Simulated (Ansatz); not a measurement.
## Ti-49 NMR of the central transition in TiO2

Cell: a Materials Project structure (computed, not necessarily an observed phase), atoms as given.

```cif
data_TiO2
_symmetry_space_group_name_H-M 'Imma'
_symmetry_Int_Tables_number 74
_cell_length_a 5.9463
_cell_length_b 6.5747
_cell_length_c 6.5748
_cell_angle_alpha 90.000
_cell_angle_beta 90.000
_cell_angle_gamma 90.000
loop_
_atom_site_label
_atom_site_type_symbol
_atom_site_symmetry_multiplicity
_atom_site_Wyckoff_symbol
_atom_site_fract_x
_atom_site_fract_y
_atom_site_fract_z
Ti1 Ti 4 e 0.5000 0.2500 0.2548
Ti3 Ti 4 d 0.2500 0.2500 0.7500
O5 O 8 i 0.2499 0.2500 0.0549
O6 O 8 h 0.5000 0.4451 0.7504
```

One atom of each set is listed; the run and its k-mesh use a cell of 12 atoms with edges of 5.52, 5.52, 5.52 Å.

Computed with Ansatz: DFT, r2SCAN, plane waves and PAW, scalar-relativistic, 500 eV cutoff, Γ-centred 6×6×6 k-points, Fermi–Dirac smearing 0.02 eV.

Ti-49 has I = 7/2 and Q = 247.0 mb (Pyykkö 2018); at 28.2 T its Larmor frequency is ν₀ = 67.8 MHz. Only the quadrupole interaction is simulated: positions count from each site's isotropic chemical shift, and shift anisotropy, dipolar and J coupling are left out.

Problem. What does the Ti-49 spectrum (static powder) show for each site?

Solution. 

```csv
site,first shell,C_Q (MHz),η,P_Q (MHz),δ_QIS (ppm),breadth (kHz)
Ti1,6 O at 1.94–2.00 Å,-14.2,0.57,14.9,-123,59.5
Ti3,6 O at 1.96–2.00 Å,-13.9,0.60,14.7,-120,58.4
```

δ_QIS = −(ν_Q²/30ν₀²)[I(I+1) − 3/4](1 + η²/3) × 10⁶ ppm with ν_Q = 3|C_Q|/[2I(2I−1)]; it falls as 1/B₀² in ppm, and the breadth as 1/B₀ in kHz.

At this cell the r2SCAN pressure is -7 GPa, so with r2SCAN the cell would shrink if it were relaxed. The entry's cell may itself be off.
